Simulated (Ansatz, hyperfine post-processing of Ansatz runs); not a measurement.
# Reading the 23Na spectrum of Na6MnCl8

Calculated values: DFT, r2SCAN, plane-wave PAW, default files (PAW set soft_2), collinear spin, scalar-relativistic (Ansatz), contact and point-dipole shifts scaled to 330 K with Θ = 0 K (a pure Curie law); spin-only moments, above the ordering temperature.

```
Mn Cl Na
1.0
     0.00000    5.61370    5.61370
     5.61370    0.00000    5.61370
     5.61370    5.61370    0.00000
Mn Cl Na
1 8 6
Direct
  0.00000 0.00000 0.00000
  0.77130 0.77130 0.22870
  0.22870 0.22870 0.77130
  0.77130 0.22870 0.77130
  0.22870 0.77130 0.77130
  0.22870 0.77130 0.22870
  0.77130 0.22870 0.22870
  0.75000 0.75000 0.75000
  0.25000 0.25000 0.25000
  0.00000 0.00000 0.50000
  0.50000 0.50000 0.00000
  0.00000 0.50000 0.00000
  0.00000 0.50000 0.50000
  0.50000 0.00000 0.50000
  0.50000 0.00000 0.00000
```

23Na MAS at 4.7 T (53.0 MHz), 60 kHz, 330 K; contact and dipolar shift alone, no orbital or quadrupolar part; lines under 1.5 % of the strongest are left out. Lines of the NMR spectrum (strongest = 100):

| position (ppm) | intensity |
| --- | --- |
| -725.2 | 8.6 |
| 407.6 | 100 |
| 1540.5 | 6.4 |
| 2673.3 | 1.7 |

Q: Find the isotropic shifts among the lines and assign them to the Na sites.

Sidebands are spaced by 1133 ppm (the spinning rate over the resonance of 53.0 MHz). An isotropic line need not be the tallest: it is the area-weighted centre of its own family of sidebands, and the one that stays put when the rate is changed. Isotropic shifts: 408 ppm for atom 10 and the 5 atoms equivalent to it (2 Mn through links of 95° (4)), reduced anisotropy 1170 ppm.

[Logs are printed without paths, hosts, clocks, repeated set-up lines and the standing remarks that a program may print on its own settings, such as how far it seeks lower states.]

[Hosts, paths, dates, database ids (printed as entryN), source tags and the programs' standing remarks are cut or masked in the printed files.]
